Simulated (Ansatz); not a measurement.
# Cu (P6_3/mmc) in Ansatz: a series of runs

Runs on Cu. Level: PBEsol. Tasks: relaxation of cell and atoms.

All numbers are computed with Ansatz 0.2.0; they aren't measurements. Logs are shortened: lines on timing, memory, paths and dates and some standing lists are left out, and cuts for length are marked.

### 1 The structure

The structure is hexagonal, space group P6_3/mmc (No. 194). Conventional cell: a = 2.531 Å, b = 2.531 Å, c = 8.262 Å, α = 90.00°, β = 90.00°, γ = 120.00°. Around Cu (site symmetry -6m2) lie 12 Cu at 2.53 Å. Around Cu (site symmetry -3m) lie 12 Cu at 2.53 Å.

This isn't the form of Cu at room conditions, which is fcc.

### 2 Relaxation of cell and atoms, PBEsol

Contents of input.yaml:

```yaml
crystal:
  lattice:
    - [2.5307640267, 0.0, 0.0]
    - [-1.2653820134, 2.1917059381, 0.0]
    - [0.0, 0.0, 8.26181508]
  atoms:
    - { symbol: Cu, position: [0.6666666667, 0.3333333333, 0.75] }
    - { symbol: Cu, position: [0.0, 0.0, 0.5] }
    - { symbol: Cu, position: [0.3333333333, 0.6666666667, 0.25] }
    - { symbol: Cu, position: [0.0, 0.0, 0.0] }
kpoints:
  mp_grid: { grid: [12, 12, 4] }
scf:
  occupations: { method: fermi_dirac, width: 0.05 }
hamiltonian:
  xc: pbesol
  pseudopotentials: { kind: all_electron, lapw: { basis_error: 0.002 } }
output:
  forces: true
  stress: true
relax:
  f_tol: 0.01
  max_steps: 60
  cell: {}
```

Potentials or basis: all-electron LAPW, scalar-relativistic.

Command:

```sh
ansatz run input.yaml --threads 2 --pin off --max-ram 8192MiB --backend cpu --events-out ev --progress --plain --runs-dir out
```

What it wrote:

```text
Warning: RAYON_NUM_THREADS=2 ignored (pool sized by the plan → 2); use --threads N
The last accepted step is kept in <dir> (removed where the run ends without a failure and the disk answers)
LAPW: plane waves up to 8.875 Å⁻¹, error target 2.0e-3 eV per atom; small_component_spin mean_spin; Cu in spheres of 1.227 Å, 19 of its electrons in bands, Dirac shells [] (how accurate: hamiltonian.pseudopotentials.lapw.basis_error, Limitations)
Engine: ansatz 0.2.0, aarch64-unknown-linux-gnu
Pseudopotentials: kind: all_electron
Pseudopotential: Cu, LAPW, valence charge 19, lapw/all_electron/scalar/gaussian/Cu, Koelling and Harmon's equation, gaussian nucleus
Functional definition: PBEsol
  exchange = pbesol_x
  correlation = pbesol_c
Crystal: 4 atoms, lattice volume = 45.826 Å³
Basis set: ecut = 300.11751763043804 eV, 563 PW (Γ), exchange–correlation at level 2
Bands: 46, of which v1, the nominal top of the filled ones, is band 38 counted from 1 (37 counted from 0)
Symmetry: 24 space group operations
Space group: P63/mmc (ITA 194), of the structure as read, at distance tolerance 3.6e-5 Å
k-points: 57 of 576
Non-local potential: Cu, projectors of the file, none
Initial density: superposition of atomic densities (chi_scale 0.1, normalization cell)
Initial wavefunctions: plane waves of lowest kinetic energy (no species holds an atomic orbital)
Functional: x = pbesol(κ = 0.804, μ = 0.12345679012345678), c = pbesol(β = 0.046)
iter 1 solved again at ethr=1.02e-3 eV; its pass at ethr=1.00e-1 eV (dr2=7.72e-1 eV) is discarded
SCF iter   1: F=—  HF=-179995.554156 eV  |F-HF|=—  |Δ(HF+E_count)|=         —  Δρ=5.83e-2  dr2=7.74e-1  ethr=1.02e-3  ⟨swp⟩=2.2  Hψ=18267  notcnv=0
preconditioner: auto → Kerker (q_TF=auto, 2.968 Å⁻¹)  [metal: Δε(μ)=0.058 eV  Ē_g=10.025 eV  σ=0.050 eV  W_gap=0.28  n_scr=24 (ndim 8)  ℏωp=36.4 eV  f_vac=0.000  D(μ)=2.86/eV (n_scr^D=38)]
SCF iter   2: F=—  HF=-179998.506560 eV  |F-HF|=—  |Δ(HF+E_count)|=    2.95e0  Δρ=2.72e-2  dr2=1.27e-1  ethr=1.02e-3  ⟨swp⟩=3.0  Hψ=9505  notcnv=0
iter 3 solved again at ethr=1.33e-5 eV; its pass at ethr=1.67e-4 eV (dr2=1.01e-2 eV) is discarded
SCF iter   3: F=—  HF=-179991.860906 eV  |F-HF|=—  |Δ(HF+E_count)|=    6.65e0  Δρ=5.17e-3  dr2=1.01e-2  ethr=1.33e-5  ⟨swp⟩=2.0  Hψ=14637  notcnv=0
SCF iter   4: F=—  HF=-179991.595195 eV  |F-HF|=—  |Δ(HF+E_count)|=   2.66e-1  Δρ=9.07e-3  dr2=2.57e-2  ethr=1.33e-5  ⟨swp⟩=3.0  Hψ=9098  notcnv=0
SCF iter   5: F=—  HF=-179991.572493 eV  |F-HF|=—  |Δ(HF+E_count)|=   2.27e-2  Δρ=3.48e-3  dr2=9.38e-3  ethr=1.33e-5  ⟨swp⟩=2.5  Hψ=7534  notcnv=0
SCF iter   6: F=—  HF=-179991.567508 eV  |F-HF|=—  |Δ(HF+E_count)|=   4.98e-3  Δρ=1.56e-3  dr2=8.22e-4  ethr=1.23e-5  ⟨swp⟩=2.0  Hψ=7460  notcnv=0
SCF iter   7: F=—  HF=-179991.566284 eV  |F-HF|=—  |Δ(HF+E_count)|=   1.22e-3  Δρ=6.49e-4  dr2=7.44e-5  ethr=1.08e-6  ⟨swp⟩=2.0  Hψ=7460  notcnv=0
SCF iter   8: F=—  HF=-179991.566003 eV  |F-HF|=—  |Δ(HF+E_count)|=   2.81e-4  Δρ=1.42e-4  dr2=7.08e-6  ethr=9.78e-8  ⟨swp⟩=2.8  Hψ=7639  notcnv=0
SCF iter   9: F=—  HF=-179991.566003 eV  |F-HF|=—  |Δ(HF+E_count)|=   5.74e-7  Δρ=3.47e-5  dr2=5.78e-7  ethr=9.32e-9  ⟨swp⟩=2.0  Hψ=7460  notcnv=0
SCF iter  10: F=—  HF=-179991.566003 eV  |F-HF|=—  |Δ(HF+E_count)|=   2.69e-7  Δρ=6.14e-6  dr2=1.50e-8  ethr=7.60e-10  ⟨swp⟩=2.0  Hψ=7460  notcnv=0
SCF iter  11: F=-179991.566003 eV  HF=-179991.566003 eV  |F-HF|=5.21e-9  |Δ(HF+E_count)|=   2.18e-8  Δρ=1.81e-6  dr2=2.88e-9  ethr=1.98e-11  ⟨swp⟩=2.0  Hψ=7460  notcnv=0
SCF 1 converged in 11 iterations: F = -179991.566003 eV  dr2 = 2.88e-9
relax step   1: F+E_penalty+E_count = -179991.56600258 eV  Δ(F+E_penalty+E_count) = +0.000e0 eV  max|allowed force component| = 4.626e-18 eV/Å  Δτ_max = 0.0000 Å  P = -1.881 GPa  Ω = 45.826 Å³  (11 SCF iters, accepted)
Crystal: 4 atoms, lattice volume = 45.558 Å³
Basis set: ecut = 301.2940298367809 eV, 563 PW (Γ), exchange–correlation at level 2
Initial density: handed on by an earlier stage of this run
Initial wavefunctions: those handed on with the density
iter 1 solved again at ethr=1.26e-8 eV; its pass at ethr=1.00e-1 eV (dr2=9.59e-6 eV) is discarded
SCF iter   1: F=—  HF=-179991.568435 eV  |F-HF|=—  |Δ(HF+E_count)|=         —  Δρ=9.51e-5  dr2=2.30e-6  ethr=1.26e-8  ⟨swp⟩=5.0  Hψ=16375  notcnv=0
preconditioner: auto → Kerker (q_TF=auto, 2.971 Å⁻¹)  [metal: Δε(μ)=0.104 eV  Ē_g=11.142 eV  σ=0.050 eV  W_gap=0.44  n_scr=24 (ndim 8)  ℏωp=36.5 eV  f_vac=0.000  D(μ)=1.67/eV (n_scr^D=6)]
SCF iter   2: F=—  HF=-179991.568434 eV  |F-HF|=—  |Δ(HF+E_count)|=   1.15e-6  Δρ=3.70e-5  dr2=5.10e-7  ethr=3.03e-9  ⟨swp⟩=2.0  Hψ=7456  notcnv=0
SCF iter   3: F=—  HF=-179991.568433 eV  |F-HF|=—  |Δ(HF+E_count)|=   5.69e-7  Δρ=4.99e-5  dr2=7.41e-7  ethr=6.71e-10  ⟨swp⟩=2.8  Hψ=7600  notcnv=0
SCF iter   4: F=—  HF=-179991.568433 eV  |F-HF|=—  |Δ(HF+E_count)|=   7.87e-7  Δρ=1.88e-5  dr2=1.52e-7  ethr=6.71e-10  ⟨swp⟩=2.0  Hψ=7456  notcnv=0
SCF iter   5: F=—  HF=-179991.568433 eV  |F-HF|=—  |Δ(HF+E_count)|=   4.97e-8  Δρ=1.31e-5  dr2=9.80e-8  ethr=2.00e-10  ⟨swp⟩=2.0  Hψ=7456  notcnv=0  recentre
SCF iter   6: F=-179991.568433 eV  HF=-179991.568433 eV  |F-HF|=1.95e-9  |Δ(HF+E_count)|=   5.66e-8  Δρ=4.87e-6  dr2=1.06e-8  ethr=1.29e-10  ⟨swp⟩=2.0  Hψ=7456  notcnv=0
SCF 2 converged in 6 iterations: F = -179991.568433 eV  dr2 = 1.06e-8
relax step   2: F+E_penalty+E_count = -179991.56843259 eV  Δ(F+E_penalty+E_count) = -2.430e-3 eV  max|allowed force component| = 9.252e-18 eV/Å  Δτ_max = 0.0000 Å  P = -0.941 GPa  Ω = 45.558 Å³  (6 SCF iters, accepted)
Crystal: 4 atoms, lattice volume = 45.290 Å³
Basis set: ecut = 302.4806202977875 eV, 563 PW (Γ), exchange–correlation at level 2
iter 1 solved again at ethr=1.51e-8 eV; its pass at ethr=1.00e-1 eV (dr2=1.15e-5 eV) is discarded
SCF iter   1: F=—  HF=-179991.569259 eV  |F-HF|=—  |Δ(HF+E_count)|=         —  Δρ=1.12e-4  dr2=3.74e-6  ethr=1.51e-8  ⟨swp⟩=5.0  Hψ=16565  notcnv=0
preconditioner: auto → Kerker (q_TF=auto, 2.974 Å⁻¹)  [metal: Δε(μ)=0.091 eV  Ē_g=11.193 eV  σ=0.050 eV  W_gap=0.39  n_scr=12 (ndim 8)  ℏωp=36.6 eV  f_vac=0.000  D(μ)=1.65/eV (n_scr^D=6)]
SCF iter   2: F=—  HF=-179991.569257 eV  |F-HF|=—  |Δ(HF+E_count)|=   1.66e-6  Δρ=5.66e-5  dr2=1.27e-6  ethr=4.92e-9  ⟨swp⟩=2.0  Hψ=7456  notcnv=0
SCF iter   3: F=—  HF=-179991.569257 eV  |F-HF|=—  |Δ(HF+E_count)|=   1.55e-8  Δρ=5.98e-5  dr2=1.20e-6  ethr=1.67e-9  ⟨swp⟩=2.0  Hψ=7456  notcnv=0
SCF iter   4: F=—  HF=-179991.569256 eV  |F-HF|=—  |Δ(HF+E_count)|=   1.30e-6  Δρ=2.44e-5  dr2=2.77e-7  ethr=1.58e-9  ⟨swp⟩=2.0  Hψ=7456  notcnv=0
SCF iter   5: F=—  HF=-179991.569256 eV  |F-HF|=—  |Δ(HF+E_count)|=   1.98e-8  Δρ=1.86e-5  dr2=1.65e-7  ethr=3.64e-10  ⟨swp⟩=2.0  Hψ=7456  notcnv=0
SCF iter   6: F=-179991.569255 eV  HF=-179991.569256 eV  |F-HF|=4.22e-8  |Δ(HF+E_count)|=   3.96e-8  Δρ=8.65e-6  dr2=3.46e-8  ethr=2.17e-10  ⟨swp⟩=2.0  Hψ=7456  notcnv=0
SCF 3 converged in 6 iterations: F = -179991.569255 eV  dr2 = 3.46e-8
relax step   3: F+E_penalty+E_count = -179991.56925549 eV  Δ(F+E_penalty+E_count) = -8.229e-4 eV  max|allowed force component| = 9.252e-18 eV/Å  Δτ_max = 0.0000 Å  P = +0.033 GPa  Ω = 45.290 Å³  (6 SCF iters, accepted)
Crystal: 4 atoms, lattice volume = 45.297 Å³
Basis set: ecut = 302.4485384658048 eV, 563 PW (Γ), exchange–correlation at level 2
iter 1 solved again at ethr=4.79e-11 eV; its pass at ethr=1.00e-1 eV (dr2=3.64e-8 eV) is discarded
SCF iter   1: F=—  HF=-179991.569260 eV  |F-HF|=—  |Δ(HF+E_count)|=         —  Δρ=1.83e-5  dr2=1.51e-7  ethr=4.79e-11  ⟨swp⟩=5.1  Hψ=17123  notcnv=0
preconditioner: auto → Kerker (q_TF=auto, 2.974 Å⁻¹)  [metal: Δε(μ)=0.090 eV  Ē_g=11.192 eV  σ=0.050 eV  W_gap=0.38  n_scr=12 (ndim 8)  ℏωp=36.6 eV  f_vac=0.000  D(μ)=1.65/eV (n_scr^D=6)]
SCF iter   2: F=—  HF=-179991.569260 eV  |F-HF|=—  |Δ(HF+E_count)|=   1.21e-8  Δρ=1.40e-5  dr2=9.92e-8  ethr=4.79e-11  ⟨swp⟩=2.5  Hψ=7527  notcnv=0
SCF iter   3: F=—  HF=-179991.569259 eV  |F-HF|=—  |Δ(HF+E_count)|=   1.49e-8  Δρ=1.19e-5  dr2=8.06e-8  ethr=4.79e-11  ⟨swp⟩=2.1  Hψ=7465  notcnv=0
SCF iter   4: F=-179991.569259 eV  HF=-179991.569259 eV  |F-HF|=4.03e-8  |Δ(HF+E_count)|=   2.99e-8  Δρ=5.63e-6  dr2=1.39e-8  ethr=4.79e-11  ⟨swp⟩=2.0  Hψ=7456  notcnv=0
SCF 4 converged in 4 iterations: F = -179991.569259 eV  dr2 = 1.39e-8
relax step   4: F+E_penalty+E_count = -179991.56925942 eV  Δ(F+E_penalty+E_count) = -3.937e-6 eV  max|allowed force component| = 1.330e-17 eV/Å  Δτ_max = 0.0000 Å  P = +0.007 GPa  Ω = 45.297 Å³  (4 SCF iters, accepted)
iter 1 solved again at ethr=1.50e-11 eV; its pass at ethr=1.00e-1 eV (dr2=1.14e-8 eV) is discarded
SCF iter   1: F=—  HF=-179991.569254 eV  |F-HF|=—  |Δ(HF+E_count)|=         —  Δρ=5.52e-6  dr2=1.29e-8  ethr=1.50e-11  ⟨swp⟩=3.8  Hψ=15645  notcnv=0  reapply=18
SCF iter   2: F=-179991.569254 eV  HF=-179991.569254 eV  |F-HF|=7.39e-8  |Δ(HF+E_count)|=   9.28e-9  Δρ=4.47e-6  dr2=7.69e-9  ethr=1.50e-11  ⟨swp⟩=3.0  Hψ=7952  notcnv=0
SCF 5 converged in 2 iterations: F = -179991.569254 eV  dr2 = 7.69e-9
relax step   5: F+E_penalty+E_count = -179991.56925387 eV  Δ(F+E_penalty+E_count) = +5.556e-6 eV  max|allowed force component| = 1.041e-17 eV/Å  Δτ_max = 0.0000 Å  P = +0.006 GPa  Ω = 45.297 Å³  stress off target by 2.13e-2 GPa  SCF on the basis re-selected at this cell (its energy is not comparable with the rows above)  (2 SCF iters)
basis re-selected at this cell: Δ(F+E_penalty+E_count) = +5.556e-6 eV, ΔP = -0.001 GPa vs the last step (what re-selecting the basis moved, after the strain that the cell walked since its last selection, with what the two solves' SCF thresholds leave and, on support functions, any second-order correction that the steps lacked; it is no measure of the basis error at this ecutwfc). This SCF's stress stands 2.13e-2 GPa from its target on what of the cell is left free (relax.cell.stress_tol is 5.00e-2 GPa) and its largest allowed force component is 1.04e-17 eV/Å (relax.f_tol is 1.00e-2 eV/Å): within both
SCF converged after 2 iterations
Free energy (F): -179991.569254 eV
Harris-Foulkes:  -179991.569254 eV  (|F-HF|=7.39e-8)
Internal energy: -179991.556241 eV  (E = F + TS)
E sigma→0 (E₀):  -179991.562748 eV
Entropy (-TS):   -0.013012 eV (-3.253 meV/atom)
Fermi energy:    17.254613 eV
--- Per-component energies (eV) ---
  E_band       = -1396.160473
  E_kinetic    = 183065.322358
  E_xc         = -7214.407176
  E_electrostatic = -355842.471423  (all electrons and nuclei)
  E_smearing   = -0.013012  (= −TS)
  E_closure    = 0.000000  (closes the sum)
  E_atoms      = -179974.239404  (free atoms, spherical and without spin; not in F)
  Σ components = -179991.569254   (vs F -179991.569254, Δ=0.00e0)
  Basis errors (estimates in eV, not in F): energy 4.4e-4 per atom: plane waves 4.3e-4 (2.3e-4 summed), levels above the bands 5.9e-78, relativity 2.2e-8, radial functions 1.0e-5, core shells 6.4e-11; eigenvalues (radial functions only) 4.1e-7; not estimated: angular momenta, meshes, grids; target (lapw.basis_error) 2.0e-3; muffin-tin radii Cu 1.222 Å
--- Forces (eV/Å), atoms counted from 1 ---
  atom   1  Cu    -0.00000000    -0.00000000     0.00000000
  atom   2  Cu     0.00000000     0.00000000     0.00000000
  atom   3  Cu     0.00000000     0.00000000     0.00000000
  atom   4  Cu     0.00000000    -0.00000000     0.00000000
  max |Σ_I F_I| component: 4.63e-18 eV/Å
--- Stress (GPa, compression-positive) ---
        0.019746       0.000000       0.000000
        0.000000       0.019746       0.000000
        0.000000       0.000000      -0.021261
  P = ⅓ Tr σ = 0.0061 GPa (0.061 kbar)
--- Relaxed structure (4 steps of the walk, 4 accepted, 1 SCFs on fresh bases) ---
  F+E_penalty+E_count = -179991.56925387 eV   max|allowed force component| = 1.041e-17 eV/Å   (the final SCF, on the basis selected at the relaxed cell)
  cell:  # Å, volume = 45.2970 Å³
    - [2.523193452318109, 2.8781088317014996e-11, 0.0]
    - [-1.2615967261839798, 2.1851496283556515, 0.0]
    - [0.0, 0.0, 8.215565462004887]
  atoms:
    - { symbol: Cu, position: [0.6666666666666666, 0.3333333333333333, 0.7500000000000001] }
    - { symbol: Cu, position: [-7.218198505294469e-35, -5.291864535506327e-36, 0.5] }
    - { symbol: Cu, position: [0.3333333333333332, 0.6666666666666667, 0.25] }
    - { symbol: Cu, position: [-2.778028112359919e-35, 1.0383496361089761e-35, 0.0] }
```

Run time: 54 s. Hardware: 2 threads of Arm Neoverse V2, shared host; peak memory 0.54 GiB.

What came out:

```yaml
Free_energy: -179991.5693 eV
Relaxed_volume: 11.32 Å³/atom
Relaxed_cell: a = 2.523 Å, b = 2.523 Å, c = 8.216 Å, α = 90.00°, β = 90.00°, γ = 120.00°
Space_group_after_relaxing_to_0.05_Å: P6_3/mmc (No. 194)
Energy_gained_by_relaxing: 0.8 meV/atom
Ionic_steps: 5
Pressure_after_relaxing: 0.0 GPa
```

The path:
| step | energy change (eV) | largest force (eV/Å) | volume (Å³) |
| --- | --- | --- | --- |
| 1 | 0.0000 | 0.0000 | 45.83 |
| 2 | -0.0024 | 0.0000 | 45.56 |
| 3 | -0.0033 | 0.0000 | 45.29 |
| 4 | -0.0033 | 0.0000 | 45.30 |
| 5 | -0.0033 | 0.0000 | 45.30 |

Final structure:
```
CELL_PARAMETERS angstrom
2.52319 0.00000 0.00000
-1.26160 2.18515 0.00000
0.00000 0.00000 8.21557
ATOMIC_POSITIONS crystal
Cu 0.66667 0.33333 0.75000
Cu 0.00000 0.00000 0.50000
Cu 0.33333 0.66667 0.25000
Cu 0.00000 0.00000 0.00000
```

[end of part 1 of 2]
